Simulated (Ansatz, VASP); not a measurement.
## Two plane-wave programs on Si2C

```
CELL_PARAMETERS angstrom
2.73095 0.00000 0.00000
-1.36547 2.36507 0.00000
0.00000 0.00000 6.68943
ATOMIC_POSITIONS crystal
Si 0.33333 0.66667 0.66667
Si 0.66667 0.33333 0.33333
C 0.00000 0.00000 0.00000
```

Alike in both runs: task single point; functional PBE; k mesh 6 × 6 × 4; occupations gaussian, width 0.1 eV; collinear spin.

|  | VASP | Ansatz |
| --- | --- | --- |
| version | VASP 6.6.1 | Ansatz 0.2.0 |
| potentials or method | VASP PAW PBE potentials, release 64 (Si, C) | scalar-relativistic, plane waves, PAW |
| plane-wave cutoff (eV) | 520 | 420 |
| valence electrons in the cell | 12 | 12 |

```tsv
	VASP	Ansatz	Ansatz less VASP
gap on the k mesh at the Fermi level (eV)	none	none	-
pressure (GPa)	-11.9	-11.9	0.00
largest component of the traceless stress (GPa)	6.44	6.45	+0.010
rms of the force components (eV/Å)	0.846	0.849	+0.0025
net moment per atom (μB)	0.00	0.00	0.000
```

Atom by atom the forces differ by 0.002 eV/Å (rms over components). A gap of «none» marks a metal or a gap that the smearing closes. Ansatz warned: «seeded_moment_not_kept».

Caveats: the k mesh is coarse (spacing up to 0.44 Å⁻¹), so the values aren't converged; forces of over 1 eV/Å show positions far from the minimum, so gaps and moduli don't describe the material at rest.
